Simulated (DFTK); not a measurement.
Set up this calculation in DFTK 0.8.2, as the native input.

```
Task                         : single point
Functional                   : PBEsol
Potentials or basis          : dojo.nc.sr.pbesol.v0_4_1.standard.upf (PBEsol)
Cutoff                       : 1007 eV
k mesh                       : 10 × 10 × 2
Occupations                  : fermi-dirac, width 0.05 eV
Spin                         : no spin polarisation
Valence electrons            : S 6, W 14
SCF tolerance on the density : 1e-06
```

WS2, a slab with vacuum:

```xyz
3
Lattice="3.1835 0.0000 0.0000 -1.5918 2.7570 0.0000 0.0000 0.0000 16.9506" Properties=species:S:1:pos:R:3 pbc="T T T"
W    -0.0087    0.0026   -0.0399
S     0.0322    1.8182    1.5743
S     0.0073    1.8154   15.4044
```

The cell isn't the ideal one: atoms moved at random, drawn with an rms of 0.05 Å.

These files were run (other wordings do the same):

run.jl

```julia
using DFTK
using PseudoPotentialData
using Unitful, UnitfulAtomic
using LinearAlgebra, Printf
include("save.jl")
disable_threading()

# lattice vectors are the columns
lattice = austrip(1u"Å") * [  3.1835163552  -1.5917581776            0.0;
                      0.0   2.7570060369            0.0;
                      0.0            0.0    16.95057789]
symbols   = [:W, :S, :S]
positions = [[-0.002252, 0.000959, -0.002354],
             [0.339847, 0.659467, 0.092874],
             [0.331534, 0.658482, 0.908785]]
pseudopotentials = PseudoFamily("dojo.nc.sr.pbesol.v0_4_1.standard.upf")
elements = Dict(s => ElementPsp(s, pseudopotentials) for s in unique(symbols))
atoms    = [elements[s] for s in symbols]

build_model(lattice, positions; symmetries=true) =
    model_DFT(lattice, atoms, positions;
              functionals=PBEsol(),
              temperature=austrip(0.05u"eV"),
              smearing=Smearing.FermiDirac(),
              symmetries)
Ecut  = 37.0  # hartree
kgrid = [10, 10, 2]
tol   = 1e-6
to_GPa = ustrip(uconvert(u"GPa", 1u"hartree/bohr^3"))

model = build_model(lattice, positions)
basis = PlaneWaveBasis(model; Ecut, kgrid)
display(basis)
scfres = self_consistent_field(basis;
                               tol,
                               nbandsalg=AdaptiveBands(model; n_bands_converge=18))
display(scfres.energies)
@printf "Fermi level: %.6f eV\n" ustrip(auconvert(u"eV", something(scfres.εF, NaN)))
forces = compute_forces_cart(scfres)
println("Forces (eV/Å)")
for (s, f) in zip(symbols, forces)
    @printf "%-3s %12.6f %12.6f %12.6f\n" s ustrip.(auconvert.(u"eV/Å", f))...
end
stress = compute_stresses_cart(scfres)
println("Stress (GPa)")
display(round.(stress * to_GPa; digits=4))
println("Levels at the first k-point (eV): ", round.(ustrip.(auconvert.(u"eV", scfres.eigenvalues[1][1:scfres.n_bands_converge])); digits=4))
save_scf!(scfres; forces, stress)
```

Potentials or basis: dojo.nc.sr.pbesol.v0_4_1.standard.upf (PBEsol).

Launch:

```sh
$ julia --threads=1 run.jl  # save.jl only writes the numbers to a file and isn't shown; printed stress counts tension as positive; times include loading and compiling
```

It gave:

```yaml
Largest_force: 1.878 eV/Å
Band_gap_on_the_k_mesh: 1.91 eV, indirect (least direct gap 2.12 eV)
```

Caveat: spin-orbit coupling is left out, which moves the levels of the heavy elements.

Wall time 27 min on 1 thread of Intel(R) Xeon(R) 6975P-C (Granite Rapids), on a shared host, peak memory 13 GiB.
